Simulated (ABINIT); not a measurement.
# Pt (Fm-3m) in ABINIT: notebook

Runs on Pt. Level: PBEsol. Tasks: optical spectrum, phonons at a zone-boundary q.

Everything below comes from runs of ABINIT 10.8.3 (patched build). Logs are shortened: lines on timing, memory, paths and dates and some standing lists are left out, and cuts for length are marked. The log counts tension as positive stress, the text compression.

**1. The crystal as given**

It takes space group Fm-3m (No. 225, cubic). Conventional cell: a = 3.922 Å, b = 3.922 Å, c = 3.922 Å, α = 90.00°, β = 90.00°, γ = 90.00°. Around Pt (site symmetry m-3m) lie 12 Pt at 2.77 Å.

**2. Optical spectrum, PBEsol**

The input, run.abi:

```
# Datasets
ndtset 3

# Pseudopotentials
pp_dirpath "./"
pseudos "Pt.upf"

# Structure
acell 3*1.0 Angstrom
rprim
     0.0000000000     1.9609000000     1.9609000000
     1.9609000000     0.0000000000     1.9609000000
     1.9609000000     1.9609000000     0.0000000000
ntypat 1
znucl 78
natom 1
typat 1
xred
            0.0            0.0            0.0

# Plane-wave basis
ecut 38.0

# k points
ngkpt 12 12 12
nshiftk 4
shiftk
     0.5000000000     0.5000000000     0.5000000000
     0.5000000000     0.0000000000     0.0000000000
     0.0000000000     0.5000000000     0.0000000000
     0.0000000000     0.0000000000     0.5000000000
istwfk *1

# Exchange and correlation
ixc -116133

# Bands and occupations
occopt 4
tsmear 0.00367493

# SCF cycle
nstep 80

# Output
iomode 3
prteig 0
prtebands 0

# Dataset 1: ground state
nband1 13
tolvrs1 1.0e-12
prtden1 1
prtwf1 0
kptopt1 1

# Dataset 2: empty bands at fixed density
iscf2 -3
getden2 1
nband2 19
nbdbuf2 4
tolwfr2 1.0e-12
nstep2 120
prtden2 0
kptopt2 1

# Dataset 3: wave functions and velocity matrix elements in the full zone
optdriver3 8
wfk_task3 "wfk_optics_fullbz"
getwfk3 2
nband3 15
kptopt3 1
prtevk3 1
inclvkb3 2
```

The input, optic.abi:

```
&FILES
 ddkfile_1 = 'runo_DS3_1_EVK.nc',
 ddkfile_2 = 'runo_DS3_2_EVK.nc',
 ddkfile_3 = 'runo_DS3_3_EVK.nc',
 wfkfile = 'runo_DS3_WFK.nc'
/
&PARAMETERS
 broadening = 0.003675,
 domega = 0.002,
 maxomega = 0.8,
 scissor = 0.000000,
 tolerance = 0.002
/
&COMPUTATIONS
 num_lin_comp = 1,
 lin_comp = 11,
 num_nonlin_comp = 0
/
```

Potentials or basis: PseudoDojo NC SR PBEsol v0.4.1 standard.

Run with:

```bash
$ abinit run.abi > log 2>&1
$ optic optic.abi > optic.log 2>&1
```

run.abo:

```text
.Version 10.8.3 of ABINIT
 DATASET    1 : space group Fm -3 m (#225); Bravais cF (face-center cubic)
================================================================================
 Values of the parameters that define the memory need for DATASET  1.
     intxc =       0    ionmov =       0      iscf =       7    lmnmax =       8
     lnmax =       8     mgfft =      30  mpssoang =       4    mqgrid =    3001
     natom =       1  nloc_mem =       1    nspden =       1   nspinor =       1
    nsppol =       1      nsym =      48    n1xccc =    2501    ntypat =       1
    occopt =       4   xclevel =       2
       mpw =        1153          nfft =       27000          nkpt =         182
================================================================================
================================================================================
[... 13 lines left out ...]
 DATASET    3 : space group Fm -3 m (#225); Bravais cF (face-center cubic)
================================================================================
 Values of the parameters that define the memory need for DATASET  3.
     intxc =       0    ionmov =       0      iscf =       7    lmnmax =       8
     lnmax =       8     mgfft =      30  mpssoang =       4    mqgrid =    3001
     natom =       1  nloc_mem =       1    nspden =       1   nspinor =       1
    nsppol =       1      nsym =      48    n1xccc =    2501    ntypat =       1
    occopt =       4   xclevel =       2
       mpw =        1153          nfft =       27000          nkpt =         182
================================================================================
================================================================================

--------------------------------------------------------------------------------
------------- Echo of variables that govern the present computation ------------
--------------------------------------------------------------------------------
 -outvars: echo values of preprocessed input variables --------
            acell      1.8897261259E+00  1.8897261259E+00  1.8897261259E+00 Bohr
              amu      1.95080000E+02
             ecut      3.80000000E+01 Hartree
           getden1          0
           getden2          1
           getden3          0
           getwfk1          0
           getwfk2          0
           getwfk3          2
             iscf1          7
             iscf2         -3
             iscf3          7
              ixc     -116133
           jdtset        1    2    3
                       outvar_i_n : Printing only first  50 k-points.
         kptrlatt       12  -12   12    -12   12   12    -12  -12   12
          kptrlen      8.89335350E+01
            natom           1
            nband1         13
            nband2         19
            nband3         15
           nbdbuf1          0
           nbdbuf2          4
           nbdbuf3          0
           ndtset           3
            ngfft          30      30      30
             nkpt         182
            nstep1         80
            nstep2        120
[... 263 lines left out ...]
 ----iterations are completed or convergence reached----

 Mean square residual over all n,k,spin=   42.541E-14; max=  99.999E-14
 reduced coordinates (array xred) for    1 atoms
       0.000000000000      0.000000000000      0.000000000000

 cartesian coordinates (angstrom) at end:
    1      0.00000000000000     0.00000000000000     0.00000000000000
 length scales=  1.889726125908  1.889726125908  1.889726125908 bohr
              =  1.000000000000  1.000000000000  1.000000000000 angstroms
 Eigenvalues (hartree) for nkpt= 182  k points:
 kpt#   1, nband= 19, wtk=  0.00347, kpt= -0.0417 -0.0833  0.0000 (reduced coord)
  -3.02762   -1.33336   -1.33267   -1.33259    0.22987    0.45386    0.46344    0.46367
   0.53392    0.54083    1.14906    1.27952    1.32116    1.32766    1.56353    1.68030
   1.69262    1.75548    1.80721
      occupation numbers for kpt#   1
   2.00000    2.00000    2.00000    2.00000    2.00000    2.00000    2.00000    2.00000
   2.00000    2.00000    0.00000    0.00000    0.00000    0.00000    0.00000    0.00000
   0.00000    0.00000    0.00000
 prteigrs : prtvol=0 or 1, do not print more k-points.

--- !EnergyTerms
iteration_state     : {dtset: 2, }
comment             : Components of total free energy in Hartree
kinetic             :  3.72799190706880E+01
hartree             :  1.89807593801797E+01
xc                  : -2.36467674525771E+01
Ewald energy        : -1.00220595834459E+02
psp_core            :  4.69437447219881E+00
local_psp           : -7.55670282257550E+01
non_local_psp       :  7.92273593958571E+00
internal            : -1.30556602650139E+02
'-kT*entropy'       :  1.21635968161782E-05
total_energy        : -1.30556590486542E+02
...

--- !EnergyTermsDC
iteration_state     : {dtset: 2, }
comment             : '"Double-counting" decomposition of free energy'
band_energy         : -9.44401736687668E+00
Ewald energy        : -1.00220595834459E+02
psp_core            :  4.69437447219881E+00
xc_dc               : -2.55863639347969E+01
internal            : -1.30556602663934E+02
'-kT*entropy'       :  1.21635968161782E-05
total_energy_dc     : -1.30556590500337E+02
...

================================================================================
== DATASET  3 ==================================================================

--- !DatasetInfo
iteration_state: {dtset: 3, }
dimensions: {natom: 1, nkpt: 182, mband: 15, nsppol: 1, nspinor: 1, nspden: 1, mpw: 1153, }
cutoff_energies: {ecut:  38.0, pawecutdg:  -1.0, }
electrons: {nelect:   1.80000000E+01, charge:   0.00000000E+00, occopt:   4.00000000E+00, tsmear:   3.67493000E-03, }
meta: {optdriver: 8, wfk_task: 7, }
...

 mkfilename : getwfk/=0, take file _WFK from output of DATASET   2.

--------------------------------------------------------------------------------

 Computation of velocity matrix elements (DDK)

 Parameters extracted from the Abinit header:
    ecut:     38.0
    nkpt:    6912
    mband:   19
    nsppol:  1
    nspinor: 1
    useylm:  0
    inclvkb: 2
    bmin: 1, bmax: 19
    Computing diagonal and off-diagonal matrix elements
    Between band index bmin: 1, bmax: 19

== END DATASET(S) ==============================================================
================================================================================

 -outvars: echo values of variables after computation  --------
            acell      1.8897261259E+00  1.8897261259E+00  1.8897261259E+00 Bohr
           etotal1    -1.3055659050E+02
           etotal2    -1.3055659050E+02
           etotal3     0.0000000000E+00
            fcart1    -0.0000000000E+00 -0.0000000000E+00 -0.0000000000E+00
            fcart3     0.0000000000E+00  0.0000000000E+00  0.0000000000E+00
            rprim      0.0000000000E+00  1.9609000000E+00  1.9609000000E+00
                       1.9609000000E+00  0.0000000000E+00  1.9609000000E+00
                       1.9609000000E+00  1.9609000000E+00  0.0000000000E+00
           strten1     7.7785407243E-05  7.7785407244E-05  7.7785407243E-05
                       0.0000000000E+00  0.0000000000E+00  0.0000000000E+00
           strten3     0.0000000000E+00  0.0000000000E+00  0.0000000000E+00
                       0.0000000000E+00  0.0000000000E+00  0.0000000000E+00
 Calculation completed.
```

optic_0001_0001-linopt.out:

```text
#calculated the component:  1  1  of dielectric function
 #broadening:    0.000000E+00    3.675000E-03
 #scissors shift:    0.000000E+00
 #energy window:    1.360915E+02eV    5.001269E+00Ha
 # Energy(eV)         Im(eps(w))
    2.721139E-01    2.688353E+01
    8.163416E-01    4.965271E+01
    1.360569E+00    3.428961E+01
    1.904797E+00    1.680600E+01
    2.449025E+00    1.461529E+01
    2.993252E+00    1.356936E+01
[... 32 lines left out ...]
    2.095277E+01    3.006737E+00
    2.149700E+01    2.424803E+00
[... 169 lines left out ...]
    1.904797E+00    5.380571E-01
    2.449025E+00    5.511977E-01
    2.993252E+00    4.462045E-01
[... 32 lines left out ...]
    2.095277E+01    2.866660E-01
    2.149700E+01    3.000133E-01
 # Energy(eV)         absorption coeff (in 10^6 m-1) = omega Im(eps) / c n(eps)
    1.632683E-01   -7.081810E-01
    7.074960E-01    2.287662E+01
    1.251724E+00    4.989610E+01
    1.795951E+00    6.638324E+01
    2.340179E+00    7.595003E+01
    2.884407E+00    5.358512E+01
[... 32 lines left out ...]
    2.084392E+01    2.792684E+02
    2.138815E+01    2.913013E+02
```

Run time: 3.9 min. Hardware: 1 thread of AMD EPYC 7R43 (Zen 3), shared host; peak memory 2.7 GiB.

Results:

```
Free energy : -3552.6258 eV
Pressure    : -2.3 GPa
```

Dielectric function (mean over the directions given):
```tsv
energy (eV)	real part	imaginary part
0.33	88.80	48.39
0.98	16.98	40.34
1.63	-1.45	23.87
2.29	-0.90	18.51
2.94	3.96	12.07
3.70	0.00	7.18
4.35	1.09	4.88
5.01	1.09	4.24
5.66	1.78	2.86
6.31	2.33	3.82
7.08	3.45	4.58
7.73	3.16	5.07
8.38	2.76	5.13
9.03	0.95	5.35
9.69	0.30	4.56
10.45	0.10	4.15
11.10	0.71	2.39
11.76	0.59	2.83
12.41	1.16	2.92
13.06	1.28	2.25
13.82	1.16	2.54
14.48	0.92	2.56
15.13	0.73	2.68
15.78	1.53	2.18
16.44	1.28	2.14
17.20	1.58	2.25
17.85	2.63	2.58
18.50	1.74	4.32
19.16	1.15	4.51
19.92	-1.56	4.95
```

Caveat: the intraband (Drude) term is left out; spectra need much finer meshes, so this one isn't converged; independent-particle spectra lack excitons.

(Part 1 of 2 ends here.)
